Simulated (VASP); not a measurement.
Write the native input for VASP 6.6.1 that does the following.

```
Task                   : single point
Functional             : LDA
Potentials or basis    : VASP PAW LDA potentials, release 64 (O, C, H)
Cutoff                 : 400 eV
k mesh                 : 1 × 1 × 1
Occupations            : gaussian, width 0.01 eV
Spin                   : no spin polarisation
Further INCAR settings : ALGO = Fast; EDIFF = 1e-06; NBANDS = 16; ISYM = 0
```

The structure of OCH4 lies in POSCAR:

```
H4CO                                    
1.0
   12.7722774153      0.0000000000      0.0000000000
    0.0000000000     13.2722774153      0.0000000000
    0.0000000000      0.0000000000     13.7722774153
  O               C               H             
     1     1     4
Selective dynamics
Direct
     0.5814554605000026    0.4957380617999974    0.4800698287999978   F   F   F
     0.4709007345168943    0.4985833375410336    0.4959323125790473   T   T   T
     0.6154968736400552    0.5348561371265734    0.5307142176538949   T   T   T
     0.4484521455929876    0.4646677748428786    0.5661815079560640   T   T   T
     0.4354390133414563    0.4537911774680984    0.4375645801328557   T   T   T
     0.4391236648754287    0.5758974078562713    0.4918117471126108   T   T   T
```

One way to write it, as run:

INCAR

```
PREC     = Accurate       # precision mode
ENCUT    = 400            # plane-wave cutoff, eV
EDIFF    = 1E-6           # SCF threshold, eV
ISMEAR   = 0              # smearing method
SIGMA    = 0.01           # smearing width, eV
LREAL    = False          # projectors in reciprocal space
LASPH    = True           # aspherical terms in the spheres
NELM     = 80             # most SCF steps
ALGO     = Fast           # electronic algorithm
ISIF     = 2              # what is computed and relaxed
LWAVE    = False          # write WAVECAR
LCHARG   = False          # write CHGCAR
NBANDS   = 16             # bands
ISYM     = 0
```

KPOINTS

```
Automatic mesh
0
Gamma
  1 1 1
```

Potentials or basis: VASP PAW LDA potentials, release 64 (O, C, H).

Run with:

```console
$ cat potpaw_LDA.64/O/POTCAR potpaw_LDA.64/C/POTCAR potpaw_LDA.64/H/POTCAR > POTCAR
$ mpirun -np 4 vasp_gam > vasp.out
```

Results of the run:

The largest force is 0.659 eV/Å. The gap between the frontier levels is 5.66 eV.

Wall time 16 s on 4 MPI ranks on Intel(R) Xeon(R) 6975P-C (Granite Rapids), with other jobs on the host, peak memory 0.41 GiB a rank.
